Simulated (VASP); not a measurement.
**CdF$_{2}$ in VASP 6.6.1, single-point calculation**

INCAR

```
ISMEAR = -1
ISIF = 2
METAGGA = MS2
IBRION = -1
PREC = Accurate
NELM = 89
SIGMA = 0.02
LASPH = .TRUE.
NBANDS = 20
NSW = 0
LREAL = .FALSE.
LCHARG = .FALSE.
EDIFF = 1E-7
LWAVE = .FALSE.
ENCUT = 520
```

KPOINTS

```
KPOINTS created by Atomic Simulation Environment
0
Gamma
8 8 8
0 0 0
```

POSCAR

```
Cd F
 1.0000000000000000
     0.0000000000000000    2.6941776810000002    2.6941776810000002
     2.6807067926000001    0.0000000000000000    2.6941776810000002
     2.6807067926000001    2.6941776810000002    0.0000000000000000
 Cd  F
   1   2
Cartesian
  0.0000000000000000  0.0000000000000000  0.0000000000000000
  1.3403533963000001  1.3470888405000001  1.3470888405000001
  4.0210601888999999  4.0412665215000008  4.0412665215000008
```

The recommended PBE PAW datasets give the neutral cell 26 valence electrons.

Command

```
mpirun -np 1 vasp_std
```

OSZICAR

```
N       E                     dE             d eps       ncg     rms          rms(c)
DAV:   1     0.172708605994E+03    0.17271E+03   -0.14899E+04  2512   0.127E+03
DAV:   2    -0.220490450904E+02   -0.19476E+03   -0.18678E+03  2568   0.330E+02
DAV:   3    -0.302626298261E+02   -0.82136E+01   -0.81907E+01  2692   0.758E+01
DAV:   4    -0.302875656317E+02   -0.24936E-01   -0.24934E-01  2580   0.440E+00
DAV:   5    -0.302876160138E+02   -0.50382E-04   -0.50382E-04  2692   0.192E-01    0.131E+01
DAV:   6    -0.133420911535E+02    0.16946E+02   -0.31352E+01  2412   0.869E+01    0.139E+01
DAV:   7    -0.131349840425E+02    0.20711E+00   -0.20713E+00  2472   0.156E+01    0.660E+00
DAV:   8    -0.130764210022E+02    0.58563E-01   -0.24410E-01  2600   0.843E+00    0.207E+00
DAV:   9    -0.130628324946E+02    0.13589E-01   -0.98956E-02  2468   0.352E+00    0.540E-01
DAV:  10    -0.130664371047E+02   -0.36046E-02   -0.17042E-02  2424   0.174E+00    0.353E-01
DAV:  11    -0.130653250664E+02    0.11120E-02   -0.33852E-03  2592   0.567E-01    0.222E-01
DAV:  12    -0.130652731320E+02    0.51934E-04   -0.15274E-03  2444   0.458E-01    0.333E-02
DAV:  13    -0.130652910781E+02   -0.17946E-04   -0.14493E-04  2520   0.207E-01    0.476E-02
DAV:  14    -0.130653019843E+02   -0.10906E-04   -0.35604E-05  2524   0.977E-02    0.426E-03
DAV:  15    -0.130653013685E+02    0.61586E-06   -0.13576E-06  2656   0.120E-02    0.469E-03
DAV:  16    -0.130652989065E+02    0.24620E-05   -0.11404E-06  2516   0.109E-02    0.116E-03
DAV:  17    -0.130652987131E+02    0.19340E-06   -0.19775E-08  1416   0.188E-03    0.447E-04
DAV:  18    -0.130652985917E+02    0.12141E-06   -0.57721E-09  1300   0.131E-03    0.390E-04
DAV:  19    -0.130652986779E+02   -0.86162E-07   -0.40962E-09  1316   0.560E-04
   1 F= -.13065299E+02 E0= -.13065299E+02  d E =-.106090E-11
```

From OUTCAR

```
k-points           NKPTS =     59   k-points in BZ     NKDIM =     59   number of bands    NBANDS=     20

   NELECT =      26.0000    total number of electrons

   dimension x,y,z NGX =    28 NGY =   28 NGZ =   28
   dimension x,y,z NGXF=    56 NGYF=   56 NGZF=   56

  energy-cutoff  :      520.00
  volume of cell :       38.92
      direct lattice vectors                 reciprocal lattice vectors
     0.000000000  2.694177681  2.694177681    -0.186517974  0.185585384  0.185585384
     2.680706793  0.000000000  2.694177681     0.186517974 -0.185585384  0.185585384
     2.680706793  2.694177681  0.000000000     0.186517974  0.185585384 -0.185585384

 k-points in reciprocal lattice and weights: KPOINTS created by Atomic Simulation Env
   0.00000000  0.00000000  0.00000000       0.002
   0.12500000 -0.00000000 -0.00000000       0.016
   0.25000000 -0.00000000 -0.00000000       0.016
   0.37500000  0.00000000  0.00000000       0.016
   0.50000000 -0.00000000 -0.00000000       0.008
   0.12500000  0.12500000  0.00000000       0.008
   0.25000000  0.12500000 -0.00000000       0.031
   0.37500000  0.12500000  0.00000000       0.031
   ...

 E-fermi :  -1.1350

 k-point     1 :       0.0000    0.0000    0.0000
  band No.  band energies     occupation
      1     -23.9318      2.00000
      2     -22.9180      2.00000
      3      -7.1784      2.00000
      4      -7.1783      2.00000
      5      -7.1764      2.00000
      6      -5.8541      2.00000
      7      -5.8519      2.00000
      8      -2.6248      2.00000
      9      -2.6247      2.00000
     10      -2.5823      2.00000
     11      -2.0871      2.00000
     12      -2.0712      2.00000
     13      -2.0712      2.00000
     14       1.7426      0.00000
     15      11.4373      0.00000
     16      11.4512      0.00000
     17      11.4512      0.00000
     18      16.2531      0.00000
     19      18.5806      0.00000
     20      18.6995      0.00000

 k-point     2 :       0.1250   -0.0000   -0.0000
  band No.  band energies     occupation
      1     -23.8864      2.00000
      2     -22.9578      2.00000
      3      -7.1175      2.00000
      4      -7.1155      2.00000
      5      -7.0095      2.00000
      6      -5.8740      2.00000
      7      -5.8721      2.00000
      8      -3.0752      2.00000
      9      -2.7229      2.00000
     10      -2.6995      2.00000
     11      -2.1891      2.00000
     12      -2.0720      2.00000
     13      -2.0665      2.00000
     14       2.3274      0.00000
     15      10.7174      0.00000
     16      11.6844      0.00000
     17      11.6899      0.00000
     18      17.2978      0.00000
     19      18.2074      0.00000
     20      18.3182      0.00000

 k-point     3 :       0.2500   -0.0000   -0.0000
  band No.  band energies     occupation
      1     -23.7640      2.00000
      2     -23.0681      2.00000
      3      -6.9759      2.00000
      4      -6.9719      2.00000
      5      -6.5542      2.00000
      6      -5.8922      2.00000
      7      -5.8919      2.00000
      8      -3.8021      2.00000
      9      -3.0003      2.00000
     10      -2.9851      2.00000
     11      -2.7181      2.00000
     12      -2.0379      2.00000
     13      -2.0378      2.00000
     14       3.6637      0.00000
     15       9.5260      0.00000
     16      12.3113      0.00000
     17      12.3172      0.00000
     18      17.5607      0.00000
     19      17.6538      0.00000
     20      18.3316      0.00000

 ...

  Total        0.5329477      0.3978174      0.3978174      0.0000000      0.0000000      0.0000000
  in kB       21.9413543     16.3780657     16.3780657      0.0000000      0.0000000      0.0000000
  external PRESSURE =      18.2324952 kB  Pullay stress =       0.0000000 kB

 POSITION                                       TOTAL-FORCE (eV/Angst)
 -----------------------------------------------------------------------------------
      0.00000      0.00000      0.00000        -0.000000     -0.000000      0.000000
      1.34035      1.34709      1.34709        -0.000000     -0.000000     -0.000000
      4.02106      4.04127      4.04127         0.000000      0.000000      0.000000
 -----------------------------------------------------------------------------------
    total drift:                                0.000000      0.000000      0.000000

  FREE ENERGIE OF THE ION-ELECTRON SYSTEM (eV)
  ---------------------------------------------------
  free  energy   TOTEN  =       -13.0652986779 eV

  energy  without entropy=      -13.0652986779  energy(sigma->0) =      -13.06529868
```

It converged. Results: gap between bands v and c on the k mesh 3.35 eV; least direct gap on the k mesh 3.81 eV; pressure 1.8 GPa. Band v is the last that the valence electrons fill when counted band by band, and c is the next.

For comparison, a separate PBE run of the intended cell, on usual settings and not on those above, gives a gap of 3.08 eV on its mesh and a pressure of 6.8 GPa.

The run above took about 2.1 min on one core of a shared host (Intel Xeon Platinum 8488C) and held 0.19 GiB at most.
